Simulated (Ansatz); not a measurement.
# CsSnI3 (Pm-3m) in Ansatz: reference runs

How does CsSnI3 come out in PBE? The cell is run as given and disturbed.

Program: Ansatz 0.2.0. These are calculated values, not measurements. Logs are shortened: lines on timing, memory, paths and dates and some standing lists are left out, and cuts for length are marked.

### 1 Starting point

The structure is cubic, space group Pm-3m (No. 221). The conventional cell has a = 6.206 Å, b = 6.206 Å, c = 6.206 Å, α = 90.00°, β = 90.00°, γ = 90.00°. Cs (site symmetry m-3m) is surrounded by 12 I at 4.39 Å. I (site symmetry 4/mmm) has 2 Sn at 3.10 Å as nearest neighbours. Sn (site symmetry m-3m) is surrounded by 6 I at 3.10 Å.

### 2 Single point, PBE

The input, input.yaml:

```yaml
crystal:
  lattice:
    - [6.2057, 0.0, 0.0]
    - [0.0, 6.2057, 0.0]
    - [0.0, 0.0, 6.2057]
  atoms:
    - { symbol: Cs, position: [0.0, 0.0, 0.0] }
    - { symbol: I, position: [0.5, 0.5, 0.0] }
    - { symbol: I, position: [0.5, 0.0, 0.5] }
    - { symbol: I, position: [0.0, 0.5, 0.5] }
    - { symbol: Sn, position: [0.5, 0.5, 0.5] }
hamiltonian:
  xc: pbe
  pseudopotentials: { kind: paw }
kpoints:
  mp_grid: { grid: [5, 5, 5] }
scf:
  occupations: { method: fermi_dirac, width: 0.05 }
output:
  forces: true
  stress: true
  eigenvalues: true
  write_density: true
  write_potential: true
  elf: true
  volumetric_format: npy
```

Potentials or basis: Ansatz PAW.

Launch:

```bash
$ ansatz run input.yaml --threads 2 --pin off --max-ram 5632MiB --backend cpu --events-out ev --progress --plain --runs-dir out
```

Standard output:

```text
Warning: RAYON_NUM_THREADS=2 ignored (pool sized by the plan → 2); use --threads N
Engine: ansatz 0.2.0, aarch64-unknown-linux-gnu
Pseudopotentials: kind: paw
Pseudopotential: Cs, paw, valence charge 9, recommended cutoff 420 eV (normal), Cs.paw.azcp
Pseudopotential: I, paw, valence charge 17, recommended cutoff 420 eV (normal), I.paw.azcp
Pseudopotential: Sn, paw, valence charge 14, recommended cutoff 420 eV (normal), Sn.paw.azcp
Functional definition: PBE
  parameter kappa = 0.804
  parameter beta = 0.06672455060314922
  exchange = pbe_x(kappa = kappa, mu = beta*pi^2/3)
  correlation = pbe_c(beta = beta)
Crystal: 5 atoms, lattice volume = 238.986 Å³
Basis set: ecut = 420 eV, 4697 PW (Γ), exchange–correlation on 90×90×90 points (8 copies of the dense FFT grid, shifted against one another)
Bands: 45, of which v1, the nominal top of the filled ones, is band 37 counted from 1 (36 counted from 0)
Symmetry: 48 space group operations
Space group: Pm-3m (ITA 221), of the structure as read, at distance tolerance 6.2e-5 Å
k-points: 10 of 125
Non-local potential: Cs, projectors of the file, l = 0: 3, l = 1: 2, l = 2: 2, l = 3: 2
Non-local potential: I, projectors of the file, l = 0: 2, l = 1: 2, l = 2: 2, l = 3: 2
Non-local potential: Sn, projectors of the file, l = 0: 2, l = 1: 2, l = 2: 2, l = 3: 2
PAW form: soft (Blöchl's): semilocal exchange-correlation on the pseudo side does not see the compensation charge
PAW one-centre angular grid: Cs, 194 points (default); XC on 64 Gauss nodes
PAW one-centre angular grid: I, 590 points (default); XC on 64 Gauss nodes
PAW one-centre angular grid: Sn, 590 points (default); XC on 64 Gauss nodes
Initial density: superposition of atomic densities (neutral atoms: chi_scale 0, normalization atom), corrected by the library's trained network
Initial wavefunctions: pseudopotential atomic-orbital guess
Functional: x = pbe(κ = 0.804, μ = 0.2195149727645171), c = pbe(β = 0.06672455060314922)
SCF iter   1: F=—  HF=-34238.502399 eV  |F-HF|=—  |Δ(HF+E_count)|=         —  Δρ=5.73e-4  dr2=1.12e-3  ethr=1.77e-3  ⟨swp⟩=11.2  Hψ=2225  notcnv=0  defer=5
preconditioner: auto → Resta (q_TF=auto, 2.244 Å⁻¹)  ε∞=3.0  [insulator: Δε(μ)=1.746 eV  Ē_g=9.686 eV  σ=0.050 eV  W_gap=1.00  n_scr=32 (ndim 8)  ℏωp=13.6 eV  f_vac=0.147  D(μ)=0.00/eV (n_scr^D=0)  ε∞_Penn≈3.0]
SCF iter   2: F=—  HF=-34238.501840 eV  |F-HF|=—  |Δ(HF+E_count)|=   5.59e-4  Δρ=4.20e-4  dr2=5.09e-4  ethr=1.51e-6  ⟨swp⟩=3.0  Hψ=1071  notcnv=0  defer=9
SCF iter   3: F=—  HF=-34238.501998 eV  |F-HF|=—  |Δ(HF+E_count)|=   1.57e-4  Δρ=1.73e-4  dr2=7.62e-5  ethr=6.88e-7  ⟨swp⟩=2.4  Hψ=777  notcnv=0  defer=9
SCF iter   4: F=—  HF=-34238.502128 eV  |F-HF|=—  |Δ(HF+E_count)|=   1.30e-4  Δρ=5.53e-5  dr2=8.72e-6  ethr=1.03e-7  ⟨swp⟩=2.0  Hψ=646  notcnv=0  defer=9
SCF iter   5: F=—  HF=-34238.502144 eV  |F-HF|=—  |Δ(HF+E_count)|=   1.69e-5  Δρ=1.40e-5  dr2=5.51e-7  ethr=1.18e-8  ⟨swp⟩=2.6  Hψ=779  notcnv=0  defer=9
SCF iter   6: F=-34238.502144 eV  HF=-34238.502144 eV  |F-HF|=1.21e-8  |Δ(HF+E_count)|=   7.25e-8  Δρ=2.98e-6  dr2=2.88e-8  ethr=1.35e-10  ⟨swp⟩=17.6  Hψ=3596  notcnv=0
SCF 1 converged in 6 iterations: F = -34238.502144 eV  dr2 = 2.88e-8
SCF converged after 6 iterations
Free energy (F): -34238.502144 eV
Harris-Foulkes:  -34238.502144 eV  (|F-HF|=1.21e-8)
Internal energy: -34238.502144 eV  (E = F + TS)
E sigma→0 (E₀):  -34238.502144 eV
Fermi energy:    5.261678 eV
--- Per-component energies (eV) ---
  E_band       = -1424.198009
  E_kinetic    = 892.654394
  E_local      = -8815.969293  (includes V_loc(G=0)·N_el)
  E_nonlocal   = -275.075081
  E_hartree    = 4501.048802
  E_xc         = -941.557417
  E_vxc        = -608.292656  (∫ρ·V_xc dr)
  E_paw        = -23648.040923  (= ΣΔE_a)
  E_vpaw       = -1619.611861  (= ΣTr[D̂ρ^β])
  E_aug_tail   = -0.000046  (compensation charges beyond the density's cutoff)
  E_ewald      = -5951.562581
  E_smearing   = -0.000000  (= −TS)
  E_closure    = 0.000000  (closes the sum)
  Σ components = -34238.502144   (vs F -34238.502144, Δ=0.00e0)
--- Forces (eV/Å), atoms counted from 1 ---
  atom   1  Cs    -0.00000000     0.00000000     0.00000000
  atom   2  I      0.00000000    -0.00000000     0.00000000
  atom   3  I      0.00000000    -0.00000000     0.00000000
  atom   4  I      0.00000000     0.00000000     0.00000000
  atom   5  Sn     0.00000000     0.00000000     0.00000000
  max |Σ_I F_I| component: 1.39e-28 eV/Å
--- Stress (GPa, compression-positive) ---
        0.525224       0.000000       0.000000
        0.000000       0.525224       0.000000
        0.000000       0.000000       0.525224
  P = ⅓ Tr σ = 0.5252 GPa (5.252 kbar)
--- Band table (eV; the first three rows and the last of 10) ---
  k-point 0: bands = ["-39.9188", "-39.9185", "-39.9185", "-39.8778", "-39.8778", "-39.8778", "-39.8772", "-39.8772", "-39.8772", "-39.7647", "-39.7647", "-39.7647", "-39.7641", "-39.7641", "-39.7638", "-17.0107", "-16.7930", "-16.7930", "-16.7731", "-16.7731", "-16.7731", "-7.9901", "-7.2720", "-7.2720", "-3.8047", "-3.8047", "-3.8047", "-0.9032", "0.5795", "0.5795", "0.5795", "2.9510", "2.9510", "2.9510", "3.1110", "3.1110", "3.1110", "7.4803", "8.4054", "8.4054", "8.7450", "8.7450", "8.7450", "10.0097", "10.0097"]
  k-point 1: bands = ["-39.9187", "-39.9185", "-39.9185", "-39.8778", "-39.8777", "-39.8777", "-39.8773", "-39.8773", "-39.8773", "-39.7647", "-39.7647", "-39.7647", "-39.7641", "-39.7641", "-39.7639", "-17.0106", "-16.7930", "-16.7925", "-16.7732", "-16.7732", "-16.7731", "-7.9395", "-7.3334", "-7.2710", "-3.8024", "-3.8024", "-3.7979", "-1.3394", "0.6166", "0.6166", "1.3299", "2.8805", "2.8805", "2.8927", "3.0547", "3.0547", "3.0898", "7.8766", "8.6035", "8.7316", "8.7331", "8.8772", "9.0776", "9.0776", "9.9303"]
  k-point 2: bands = ["-39.9187", "-39.9185", "-39.9185", "-39.8778", "-39.8776", "-39.8776", "-39.8774", "-39.8774", "-39.8772", "-39.7647", "-39.7647", "-39.7647", "-39.7641", "-39.7640", "-39.7639", "-17.0104", "-16.7930", "-16.7917", "-16.7733", "-16.7733", "-16.7731", "-7.8236", "-7.4668", "-7.2692", "-3.7986", "-3.7986", "-3.7880", "-1.7449", "0.6820", "0.6820", "2.1386", "2.7363", "2.7363", "2.8040", "2.9964", "2.9964", "3.5021", "6.8080", "8.7660", "9.1232", "9.2650", "9.4073", "9.6092", "9.6092", "9.8989"]
  k-point 9: bands = ["-39.9186", "-39.9185", "-39.9185", "-39.8776", "-39.8776", "-39.8776", "-39.8775", "-39.8775", "-39.8775", "-39.7647", "-39.7646", "-39.7646", "-39.7640", "-39.7640", "-39.7640", "-17.0097", "-16.7911", "-16.7911", "-16.7735", "-16.7735", "-16.7734", "-7.5508", "-7.4730", "-7.4730", "-3.8203", "-3.8203", "-3.8136", "-3.0380", "1.9970", "2.0586", "2.0586", "2.4572", "2.4572", "3.4346", "3.4346", "3.4842", "4.4049", "6.1539", "6.1539", "6.5644", "8.5015", "9.4140", "9.4264", "9.4264", "10.4122"]
```

Run time: 6 s. Hardware: 2 threads of Arm Neoverse V1, shared host; peak memory 0.55 GiB.

Results:

```
Free energy            : -34238.5021 eV
Pressure               : 0.5 GPa
Band gap on the k mesh : 1.75 eV, direct
```

Levels at points of the mesh, in eV from the valence-band top:
```csv
k point,band 34,band 35,band 36,band 37,band 38,band 39,band 40,band 41
"(0.00, 0.00, 0.00)",-1.45,-1.29,-1.29,-1.29,3.08,4.00,4.00,4.34
```

Caveat: odd divisions of the mesh miss points on the zone boundary, where band edges often lie, so the gap on the mesh can be too wide; spin-orbit coupling is left out, which moves the levels of the heavy elements; the cell was measured hot, at 500 K. A k mesh can miss the band edges.

### 3 Single point, PBE (atoms moved at random, drawn with an rms of 0.05 Å)

The input, input.yaml:

```yaml
crystal:
  lattice:
    - [6.2057, 0.0, 0.0]
    - [0.0, 6.2057, 0.0]
    - [0.0, 0.0, 6.2057]
  atoms:
    - { symbol: Cs, position: [-0.004604, -0.006344, -0.002443] }
    - { symbol: I, position: [0.505568, 0.496426, 0.007871] }
    - { symbol: I, position: [0.498343, -0.003234, 0.495961] }
    - { symbol: I, position: [0.013046, 0.502798, 0.498034] }
    - { symbol: Sn, position: [0.49958, 0.501467, 0.49721] }
hamiltonian:
  xc: pbe
  pseudopotentials: { kind: paw }
kpoints:
  mp_grid: { grid: [5, 5, 5] }
scf:
  occupations: { method: fermi_dirac, width: 0.05 }
output:
  forces: true
  stress: true
  eigenvalues: true
  write_density: true
  write_potential: true
  elf: true
  volumetric_format: npy
```

Potentials or basis: Ansatz PAW.

Launch:

```bash
$ ansatz run input.yaml --threads 2 --pin off --max-ram 5632MiB --backend cpu --events-out ev --progress --plain --runs-dir out
```

Standard output:

```text
Warning: RAYON_NUM_THREADS=2 ignored (pool sized by the plan → 2); use --threads N
[... 10 set-up lines as earlier in the session ...]
Crystal: 5 atoms, lattice volume = 238.986 Å³
Basis set: ecut = 420 eV, 4697 PW (Γ), exchange–correlation on 90×90×90 points (8 copies of the dense FFT grid, shifted against one another)
Bands: 45, of which v1, the nominal top of the filled ones, is band 37 counted from 1 (36 counted from 0)
Symmetry: 1 space group operations
Space group: P1 (ITA 1), of the structure as read, at distance tolerance 6.2e-5 Å
k-points: 63 of 125 (time reversal used)
[... 10 set-up lines as earlier in the session ...]
SCF iter   1: F=—  HF=-34238.492384 eV  |F-HF|=—  |Δ(HF+E_count)|=         —  Δρ=5.84e-4  dr2=1.18e-3  ethr=1.77e-3  ⟨swp⟩=10.6  Hψ=14000  notcnv=0  defer=30
preconditioner: auto → Resta (q_TF=auto, 2.244 Å⁻¹)  ε∞=3.0  [insulator: Δε(μ)=1.716 eV  Ē_g=9.692 eV  σ=0.050 eV  W_gap=1.00  n_scr=32 (ndim 8)  ℏωp=13.6 eV  f_vac=0.147  D(μ)=0.00/eV (n_scr^D=0)  ε∞_Penn≈3.0]
SCF iter   2: F=—  HF=-34238.491894 eV  |F-HF|=—  |Δ(HF+E_count)|=   4.89e-4  Δρ=4.19e-4  dr2=5.00e-4  ethr=1.59e-6  ⟨swp⟩=3.0  Hψ=6981  notcnv=0  defer=55
SCF iter   3: F=—  HF=-34238.492052 eV  |F-HF|=—  |Δ(HF+E_count)|=   1.57e-4  Δρ=1.77e-4  dr2=8.03e-5  ethr=6.75e-7  ⟨swp⟩=3.0  Hψ=4818  notcnv=0  defer=55
SCF iter   4: F=—  HF=-34238.492182 eV  |F-HF|=—  |Δ(HF+E_count)|=   1.30e-4  Δρ=5.50e-5  dr2=8.96e-6  ethr=1.09e-7  ⟨swp⟩=2.0  Hψ=4072  notcnv=0  defer=55
SCF iter   5: F=—  HF=-34238.492197 eV  |F-HF|=—  |Δ(HF+E_count)|=   1.54e-5  Δρ=1.40e-5  dr2=5.46e-7  ethr=1.21e-8  ⟨swp⟩=2.0  Hψ=5039  notcnv=0  defer=55
SCF iter   6: F=-34238.492197 eV  HF=-34238.492197 eV  |F-HF|=1.60e-8  |Δ(HF+E_count)|=   6.87e-8  Δρ=3.25e-6  dr2=3.87e-8  ethr=1.35e-10  ⟨swp⟩=17.7  Hψ=23150  notcnv=0
SCF 1 converged in 6 iterations: F = -34238.492197 eV  dr2 = 3.87e-8
SCF converged after 6 iterations
Free energy (F): -34238.492197 eV
Harris-Foulkes:  -34238.492197 eV  (|F-HF|=1.60e-8)
Internal energy: -34238.492197 eV  (E = F + TS)
E sigma→0 (E₀):  -34238.492197 eV
Fermi energy:    5.276609 eV
--- Per-component energies (eV) ---
  E_band       = -1424.123605
  E_kinetic    = 892.803296
  E_local      = -8824.628949  (includes V_loc(G=0)·N_el)
  E_nonlocal   = -275.048671
  E_hartree    = 4505.399122
  E_xc         = -941.603398
  E_vxc        = -608.358253  (∫ρ·V_xc dr)
  E_paw        = -23648.090275  (= ΣΔE_a)
  E_vpaw       = -1619.689165  (= ΣTr[D̂ρ^β])
  E_aug_tail   = -0.000041  (compensation charges beyond the density's cutoff)
  E_ewald      = -5947.323281
  E_smearing   = -0.000000  (= −TS)
  E_closure    = -0.000000  (closes the sum)
  Σ components = -34238.492197   (vs F -34238.492197, Δ=0.00e0)
--- Forces (eV/Å), atoms counted from 1 ---
  atom   1  Cs     0.00593946     0.00390559     0.00223132
  atom   2  I      0.02223585    -0.00147186    -0.11770192
  atom   3  I      0.03641872     0.03846445     0.03108829
  atom   4  I     -0.13926251    -0.01417044     0.02703372
  atom   5  Sn     0.07465047    -0.02671676     0.05731867
  max |Σ_I F_I| component: 2.99e-5 eV/Å
--- Stress (GPa, compression-positive) ---
        0.632482       0.008552      -0.005828
        0.008552       0.570488       0.000461
       -0.005828       0.000461       0.598107
  P = ⅓ Tr σ = 0.6004 GPa (6.004 kbar)
--- Band table (eV; the first three rows and the last of 63) ---
  k-point 0: bands = ["-39.9257", "-39.9205", "-39.9131", "-39.8844", "-39.8842", "-39.8793", "-39.8793", "-39.8721", "-39.8720", "-39.7710", "-39.7704", "-39.7664", "-39.7657", "-39.7594", "-39.7587", "-17.0128", "-16.7773", "-16.7769", "-16.7571", "-16.7560", "-16.7552", "-7.9995", "-7.2795", "-7.2706", "-3.8072", "-3.8069", "-3.8065", "-0.9193", "0.5782", "0.5794", "0.6054", "2.9444", "2.9486", "2.9513", "3.1086", "3.1121", "3.1132", "7.4800", "8.4054", "8.4065", "8.7448", "8.7484", "8.7519", "10.0159", "10.0217"]
  k-point 1: bands = ["-39.9257", "-39.9204", "-39.9131", "-39.8844", "-39.8842", "-39.8793", "-39.8793", "-39.8721", "-39.8720", "-39.7710", "-39.7704", "-39.7664", "-39.7657", "-39.7594", "-39.7587", "-17.0127", "-16.7772", "-16.7764", "-16.7571", "-16.7560", "-16.7553", "-7.9494", "-7.3372", "-7.2728", "-3.8049", "-3.8043", "-3.8000", "-1.3441", "0.6154", "0.6166", "1.3405", "2.8714", "2.8770", "2.8970", "3.0415", "3.0565", "3.1062", "7.8748", "8.6024", "8.7263", "8.7416", "8.8739", "9.0850", "9.1022", "9.9361"]
  k-point 2: bands = ["-39.9257", "-39.9204", "-39.9131", "-39.8843", "-39.8842", "-39.8793", "-39.8793", "-39.8721", "-39.8720", "-39.7710", "-39.7704", "-39.7664", "-39.7657", "-39.7594", "-39.7587", "-17.0124", "-16.7772", "-16.7757", "-16.7572", "-16.7561", "-16.7554", "-7.8358", "-7.4682", "-7.2712", "-3.8011", "-3.8005", "-3.7903", "-1.7441", "0.6808", "0.6819", "2.1315", "2.7333", "2.7348", "2.8063", "2.9903", "2.9996", "3.5130", "6.8295", "8.7649", "9.1194", "9.2589", "9.4023", "9.6166", "9.6315", "9.8930"]
  k-point 62: bands = ["-39.9256", "-39.9204", "-39.9131", "-39.8843", "-39.8842", "-39.8793", "-39.8793", "-39.8721", "-39.8720", "-39.7710", "-39.7704", "-39.7664", "-39.7657", "-39.7594", "-39.7587", "-17.0122", "-16.7765", "-16.7754", "-16.7573", "-16.7562", "-16.7554", "-7.7407", "-7.4734", "-7.3495", "-3.8091", "-3.8039", "-3.7941", "-2.3407", "1.2092", "1.4600", "2.0262", "2.3252", "2.5889", "2.9970", "3.1449", "3.2272", "3.6501", "6.6506", "8.2546", "8.3498", "8.9292", "9.3516", "9.4987", "9.9777", "10.2381"]
```

v_z.tsv:

```text
# z_ang	v_es[eV]	v_tot[eV]
# format = ansatz-planar-average/11
# xc	pbe
# density_cutoff_ev	1680
# datasets	Cs=:simpson_from_first_knot:soft	I=:simpson_from_first_knot:soft	Sn=:simpson_from_first_knot:soft
# lattice	6.205700000	0.000000000	0.000000000
# lattice	0.000000000	6.205700000	0.000000000
# lattice	0.000000000	0.000000000	6.205700000
# sites	5
# site	55	-0.028571043	-0.039368961	-0.015160525
# site	53	3.137403338	3.080670828	0.048845065
# site	53	3.092567155	-0.020069234	3.077785178
# site	53	0.080959562	3.120213549	3.090649594
# site	50	3.100243606	3.111953762	3.085536097
0.000000	3.104385e0	-5.385828e0
0.137904	3.138651e0	-5.293333e0
0.275809	3.177239e0	-5.064326e0
0.413713	3.303480e0	-4.638210e0
0.551618	3.628799e0	-3.926211e0
0.689522	4.232319e0	-2.883497e0
[... 37 lines left out ...]
5.929891	3.072603e0	-5.117369e0
6.067796	3.060946e0	-5.349688e0
```

Wall time 59 s (2 threads of Arm Neoverse V1, shared host); peak memory 0.78 GiB.

What came out:

```
Free energy            : -34238.4922 eV
Pressure               : 0.6 GPa
Largest force          : 0.143 eV/Å
Band gap on the k mesh : 1.72 eV, direct
```

Forces on the atoms (eV/Å):
```
Cs   0.006  0.004  0.002
I    0.022 -0.001 -0.118
I    0.036  0.038  0.031
I   -0.139 -0.014  0.027
Sn   0.075 -0.027  0.057
```

Levels at points of the mesh, in eV from the valence-band top:
| k point | band 34 | band 35 | band 36 | band 37 | band 38 | band 39 | band 40 | band 41 |
| --- | --- | --- | --- | --- | --- | --- | --- | --- |
| (0.00, 0.00, 0.00) | -1.47 | -1.31 | -1.31 | -1.31 | 3.06 | 3.98 | 3.99 | 4.32 |

Caveat: odd divisions of the mesh miss points on the zone boundary, where band edges often lie, so the gap on the mesh can be too wide; spin-orbit coupling is left out, which moves the levels of the heavy elements; the cell was measured hot, at 500 K.
